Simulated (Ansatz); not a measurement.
A crystal relaxed with r2SCAN in Ansatz has space group Fm-3m (No. 225) and a = 6.922 Å.

```tsv
atom	site	x	y	z
Rb	4a	0.0000	0.0000	0.0000
Xx	4b	0.5000	0.0000	0.0000
```

With r2SCAN the gap is 4.89 eV and direct, at Γ. With HSE06 the gap is 5.44 eV and direct, at Γ. Meshes: r2SCAN 6×6×6, HSE06 4×4×4. r2SCAN's ε∞ is 2.4 in all directions.

Question: Which element is Xx?
A. H
B. Br
C. Cl
D. F

Answer: B. Xx is Br: rocksalt RbBr. Rb has 6 Br at 3.46 Å; Br has 6 Rb at 3.46 Å.

No spin polarisation and no zero-point or thermal motion.

The runs are scalar-relativistic, without spin-orbit coupling.

The meshes of the hybrids are coarse, so their gaps aren't converged to the digits shown.
